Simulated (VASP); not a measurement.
# ZrH (I-4m2) in VASP: single point with LDA

Aim: the single point of ZrH with LDA.

Everything below comes from runs of VASP 6.6.1. Logs are shortened: lines on timing, memory, paths and dates and some standing lists are left out, and cuts for length are marked.

**1. The crystal as given**

It takes space group I-4m2 (No. 119, tetragonal). Conventional cell: a = 3.288 Å, b = 3.288 Å, c = 5.009 Å, α = 90.00°, β = 90.00°, γ = 90.00°. Zr (site symmetry -4m2) is surrounded by 4 H at 2.07 Å. Around H (site symmetry -4m2) lie 4 Zr at 2.07 Å.

The cell comes from a database or a generator and needn't be the stable form of this composition.

**2. Single point, LDA**

INCAR

```
PREC = Accurate
ENCUT = 520
EDIFF = 1E-6
ISMEAR = 0
SIGMA = 0.1
LREAL = F
LASPH = T
NELM = 100
ALGO = Normal
ISIF = 2
LWAVE = F
LCHARG = F
GGA = CA
NBANDS = 14
```

KPOINTS

```
regular mesh
0
Gamma
  8 8 8
```

POSCAR

```
ZrH
1.0
   -1.6439080000      1.6439080000      2.5043990000
    1.6439080000     -1.6439080000      2.5043990000
    1.6439080000      1.6439080000     -2.5043990000
Zr H
1 1
Direct
    0.0000000000      0.0000000000      0.0000000000
    0.7500000000      0.2500000000      0.5000000000
```

Potentials or basis: VASP PAW LDA potentials, release 64 (Zr_sv, H).

Launch:

```sh
$ cat potpaw_LDA.64/Zr_sv/POTCAR potpaw_LDA.64/H/POTCAR > POTCAR
$ mpirun -np 1 vasp_std > vasp.out
```

OUTCAR:

```text
PREC = Accurate
   ENCUT = 520
   EDIFF = 1E-6
   ISMEAR = 0
   LREAL = F
   LASPH = T
   NELM = 100
   ISIF = 2
   GGA = CA

 ion  position               nearest neighbor table
   1  0.000  0.000  0.000-   2 2.07   2 2.07   2 2.07   2 2.07
   2  0.750  0.250  0.500-   1 2.07   1 2.07   1 2.07   1 2.07

  LATTYP: Found a body centered tetragonal cell.
 ALAT       =     3.2878160000
 C/A-ratio  =     1.5234423094

  Lattice vectors:

 A1 = (  -1.6439080000,   1.6439080000,   2.5043990000)
 A2 = (   1.6439080000,  -1.6439080000,   2.5043990000)
 A3 = (   1.6439080000,   1.6439080000,  -2.5043990000)

Analysis of symmetry for initial positions (statically):
=====================================================================
 Subroutine PRICEL returns:
 Original cell was already a primitive cell.

 Routine SETGRP: Setting up the symmetry group for a
 body centered tetragonal supercell.

 Subroutine GETGRP returns: Found  8 space group operations
 (whereof  8 operations were pure point group operations)
 out of a pool of 16 trial point group operations.

The static configuration has the point symmetry D_2d.

Analysis of symmetry for dynamics (positions and initial velocities):
=====================================================================
 Subroutine PRICEL returns:
 Original cell was already a primitive cell.

 Routine SETGRP: Setting up the symmetry group for a
 body centered tetragonal supercell.

 Subroutine GETGRP returns: Found  8 space group operations
 (whereof  8 operations were pure point group operations)
 out of a pool of 16 trial point group operations.

The dynamic configuration has the point symmetry D_2d.

 Subroutine INISYM returns: Found  8 space group operations
 (whereof  8 operations are pure point group operations),
 and found     1 'primitive' translations

----------------------------------------------------------------------------------------

                                     Primitive cell

  volume of cell :      27.0719

  direct lattice vectors                    reciprocal lattice vectors
    -1.643908000  1.643908000  2.504399000     0.000000000  0.304153274  0.199648698
     1.643908000 -1.643908000  2.504399000     0.304153274  0.000000000  0.199648698
     1.643908000  1.643908000 -2.504399000     0.304153274  0.304153274  0.000000000

  length of vectors
     3.417145209  3.417145209  3.417145209     0.363825256  0.363825256  0.430137685

  position of ions in fractional coordinates (direct lattice)
     0.000000000  0.000000000  0.000000000
     0.750000000  0.250000000  0.500000000

  ion indices of the primitive-cell ions
   primitive index   ion index
                 1           1
                 2           2

----------------------------------------------------------------------------------------

 KPOINTS: regular mesh

Automatic generation of k-mesh.
 Grid dimensions read from file:
 generate k-points for:    8    8    8

 Generating k-lattice:

  Cartesian coordinates                     Fractional coordinates (reciprocal lattice)
     0.000000000  0.038019159  0.024956087     0.125000000  0.000000000  0.000000000
     0.038019159  0.000000000  0.024956087     0.000000000  0.125000000  0.000000000
     0.038019159  0.038019159  0.000000000     0.000000000  0.000000000  0.125000000

  Length of vectors
     0.045478157  0.045478157  0.053767211

  Shift w.r.t. Gamma in fractional coordinates (k-lattice)
     0.000000000  0.000000000  0.000000000

 Subroutine IBZKPT returns following result:
 ===========================================

 Found     59 irreducible k-points:

 Following reciprocal coordinates:
            Coordinates               Weight
  0.000000  0.000000  0.000000      1.000000
  0.125000  0.000000  0.000000      8.000000
  0.250000  0.000000  0.000000      8.000000
  0.375000  0.000000  0.000000      8.000000
  0.500000  0.000000  0.000000      4.000000
  0.125000  0.125000  0.000000      8.000000
[... 16 lines left out ...]
  0.250000  0.125000  0.125000     16.000000
  0.375000  0.125000  0.125000      8.000000
 [... further k-points ...]
   k-points           NKPTS =     59   k-points in BZ     NKDIM =     59   number of bands    NBANDS=     14
   number of dos      NEDOS =    301   number of ions     NIONS =      2
   total plane-waves  NPLWV =  21952
   dimension x,y,z NGX =    28 NGY =   28 NGZ =   28
   dimension x,y,z NGXF=    56 NGYF=   56 NGZF=   56
   ions per type =               1   1
   NGX,Y,Z   is equivalent  to a cutoff of  13.62, 13.62, 13.62 a.u.
   NGXF,Y,Z  is equivalent  to a cutoff of  27.24, 27.24, 27.24 a.u.
 SYSTEM =  unknown system
   PREC   = accura    normal or accurate (medium, high low for compatibility)
   ISTART =      0    job   : 0-new  1-cont  2-samecut
   ICHARG =      2    charge: 1-file 2-atom 10-const
   ISPIN  =      1    spin polarized calculation?
   LNONCOLLINEAR =      F non collinear calculations
   LSORBIT =      F    spin-orbit coupling
   LASPH  =      T    aspherical Exc in radial PAW
   ENCUT  =  520.0 eV  38.22 Ry    6.18 a.u.   6.35  6.35  6.35*2*pi/ulx,y,z
   NELM   =    100;   NELMIN=  2; NELMDL= -5     # of ELM steps
   EDIFF  = 0.1E-05   stopping-criterion for ELM
   LREAL  =      F    real-space projection
   EDIFFG = 0.1E-04   stopping-criterion for IOM
   NSW    =      0    number of steps for IOM
   IBRION =     -1    ionic relax: 0-MD 1-quasi-New 2-CG
   NFREE  =      0    steps in history (QN), initial steepest desc. (CG)
   ISIF   =      2    stress and relaxation
   ISYM   =      2    0-nonsym 1-usesym 2-fastsym
   POTIM  = 0.5000    time-step for ionic-motion
   TEBEG  =    0.0;   TEEND  =   0.0 temperature during run
   PSTRESS=    0.0 pullay stress
   NELECT =      13.0000    total number of electrons
   NUPDOWN=      -1.0000    fix difference up-down
   EMIN   =  10.00;   EMAX   =-10.00  energy-range for DOS
   EFERMI =   0.00;   METHOD = LEGACY
   ISMEAR =     0;   SIGMA  =   0.10  broadening in eV -4-tet -1-fermi 0-gaus
   EFERMI_NEDOS =   21; number of points for ismear=-14 and -15
   IALGO  =     38    algorithm
   IMIX   =      4    mixing-type and parameters
     AMIX     =   0.40;   BMIX     =  1.00
     AMIX_MAG =   1.60;   BMIX_MAG =  1.00
  volume/ion in A,a.u.               =      13.54        91.35
  Fermi-wavevector in a.u.,A,eV,Ry     =   1.281985  2.422601 22.360995  1.643487
  Thomas-Fermi vector in A             =   2.414323
   LORBIT       =      0    0 simple, 1 ext, 2 COOP (PROOUT), +10 PAW based schemes
   GGA     = CA    functional components
   LHFCALC =     F    Hartree Fock is set to
   AEXX    =    0.0000 exact exchange contribution
   IVDW    =     0    specifies the selected vdW correction
   LEPSILON=     F    determine dielectric tensor
   LRPA    =     F    only Hartree local field effects (RPA)
 non-spin polarized calculation
 Gauss-broadening in eV      SIGMA  =   0.10
  energy-cutoff  :      520.00
  volume of cell :       27.07
 maximum number of plane-waves:       741
 NGX is ok and might be reduce to    28
   NGX = 13   NGY = 13   NGZ = 13

 number of electron      12.9999999 magnetization

 Free energy of the ion-electron system (eV)
  ---------------------------------------------------
  ext. energy  EPLUGINS =         0.00000000
  ---------------------------------------------------
  free energy    TOTEN  =       -13.52369750 eV

  energy without entropy =      -13.51693775  energy(sigma->0) =      -13.52031762

 E-fermi :   7.4338     XC(G=0): -11.0803

 val. band max:        7.4291619491   @ k =  -0.1250   0.3750   0.1250
 cond. band min:       7.4359158404   @ k =   0.5000   0.2500   0.1250
 fundamental gap:      0.0067538913
 Fermi energy:         7.4337753167

 k-point     1 :       0.0000    0.0000    0.0000
  band No.  band energies     occupation
      1     -41.1146      2.00000
      2     -18.9774      2.00000
      3     -18.9446      2.00000
      4     -18.9446      2.00000
      5      -0.2758      2.00000
      6       7.6259      0.00658
      7       8.2516      0.00000
      8       8.2516      0.00000
      9       9.7438      0.00000
     10      10.7628      0.00000
     11      11.6354      0.00000
     12      19.9125      0.00000
     13      21.4307      0.00000
     14      21.4307      0.00000

 k-point     2 :       0.1250    0.0000    0.0000
  band No.  band energies     occupation
      1     -41.1026      2.00000
      2     -19.0581      2.00000
      3     -18.9832      2.00000
      4     -18.9524      2.00000
      5       0.0588      2.00000
      6       7.2317      1.99573
      7       8.0303      0.00000
      8       8.4435      0.00000
      9       9.7118      0.00000
     10      10.5469      0.00000
     11      12.7863      0.00000
     12      19.4676      0.00000
     13      21.1649      0.00000
     14      22.2424      0.00000

 k-point     3 :       0.2500    0.0000    0.0000
  band No.  band energies     occupation
      1     -41.0734      2.00000
      2     -19.2962      2.00000
      3     -19.0256      2.00000
      4     -18.9711      2.00000
      5       0.8223      2.00000
      6       6.4962      2.00000
      7       8.0509      0.00000
      8       8.6933      0.00000
      9      10.1127      0.00000
     10      10.4475      0.00000
     11      14.2691      0.00000
     12      18.2082      0.00000
     13      22.3479      0.00000
     14      23.0018      0.00000

 k-point     4 :       0.3750    0.0000    0.0000
  band No.  band energies     occupation
      1     -41.0440      2.00000
      2     -19.5267      2.00000
      3     -19.0658      2.00000
      4     -18.9897      2.00000
      5       1.4093      2.00000
      6       6.6718      2.00000
      7       7.8064      0.00000
      8       8.5221      0.00000
      9      11.0938      0.00000
     10      11.2186      0.00000
     11      14.4102      0.00000
     12      16.3689      0.00000
     13      21.4317      0.00000
     14      21.8691      0.00000

 k-point     5 :       0.5000    0.0000    0.0000
  band No.  band energies     occupation
      1     -41.0318      2.00000
      2     -19.6197      2.00000
      3     -19.0823      2.00000
      4     -18.9974      2.00000
      5       1.5611      2.00000
      6       7.1206      1.99999
      7       7.6734      0.00070
      8       8.3868      0.00000
      9      11.5609      0.00000
     10      11.8987      0.00000
     11      14.1965      0.00000
[... 276 lines left out ...]
 k-point    22 :       0.1250    0.1250    0.1250
  band No.  band energies     occupation
      1     -41.0485      2.00000
      2     -19.3415      2.00000
      3     -19.1391      2.00000
      4     -19.0527      2.00000
      5       1.4214      2.00000
      6       6.0017      2.00000
      7       8.0040      0.00000
      8       9.1605      0.00000
      9       9.3524      0.00000
     10      11.3292      0.00000
     11      16.0016      0.00000
     12      18.3205      0.00000
     13      20.3944      0.00000
     14      20.8912      0.00000

 k-point    23 :       0.2500    0.1250    0.1250
  band No.  band energies     occupation
      1     -41.0240      2.00000
      2     -19.4757      2.00000
      3     -19.2020      2.00000
      4     -19.0918      2.00000
      5       1.8948      2.00000
      6       6.2467      2.00000
      7       7.3275      1.86728
      8       8.9625      0.00000
      9      10.6348      0.00000
     10      12.2139      0.00000
     11      15.7059      0.00000
     12      16.8982      0.00000
     13      19.1254      0.00000
     14      21.3078      0.00000

 k-point    24 :       0.3750    0.1250    0.1250
  band No.  band energies     occupation
      1     -41.0139      2.00000
      2     -19.5377      2.00000
      3     -19.2130      2.00000
      4     -19.1154      2.00000
      5       2.0296      2.00000
      6       6.5487      2.00000
      7       7.1527      1.99993
      8       8.8252      0.00000
      9      11.3394      0.00000
     10      12.7524      0.00000
     11      14.4540      0.00000
     12      16.8857      0.00000
     13      19.2372      0.00000
     14      19.8753      0.00000

 [... further k-points ...]
[... 5 lines left out ...]
  --------------------------------------------------------------------------------------
  -------------------------------------------------------------------------------------
  Total       -1.0896723     -1.0896723     -1.1887925      0.0000000     -0.0000000      0.0000000
  in kB      -64.4893432    -64.4893432    -70.3555068      0.0000000     -0.0000000      0.0000000
  external PRESSURE =     -66.4447311 kB  Pullay stress =       0.0000000 kB

 VOLUME and BASIS-vectors are now :
 -----------------------------------------------------------------------------
  energy-cutoff  :      520.00
  volume of cell :       27.07
      direct lattice vectors                 reciprocal lattice vectors
    -1.643908000  1.643908000  2.504399000     0.000000000  0.304153274  0.199648698
     1.643908000 -1.643908000  2.504399000     0.304153274  0.000000000  0.199648698
     1.643908000  1.643908000 -2.504399000     0.304153274  0.304153274  0.000000000

 POSITION                                       TOTAL-FORCE (eV/Angst)
 -----------------------------------------------------------------------------------
      0.00000      0.00000      0.00000        -0.000000      0.000000     -0.000000
     -0.00000      1.64391      1.25220         0.000000     -0.000000      0.000000
 -----------------------------------------------------------------------------------
    total drift:                               -0.000000      0.000000      0.000000

  FREE ENERGIE OF THE ION-ELECTRON SYSTEM (eV)
  ---------------------------------------------------
  free  energy   TOTEN  =       -13.5236974961 eV

  energy  without entropy=      -13.5169377506  energy(sigma->0) =      -13.52031762
```

Wall time 29 s (1 thread of Intel Xeon Platinum 8488C (Sapphire Rapids), shared host); peak memory 0.15 GiB.

What came out:

| Item | Value |
| --- | --- |
| Free energy | -13.5237 eV |
| Pressure | -6.6 GPa |
| Band gap on the k mesh | none (metal or under the smearing width) |
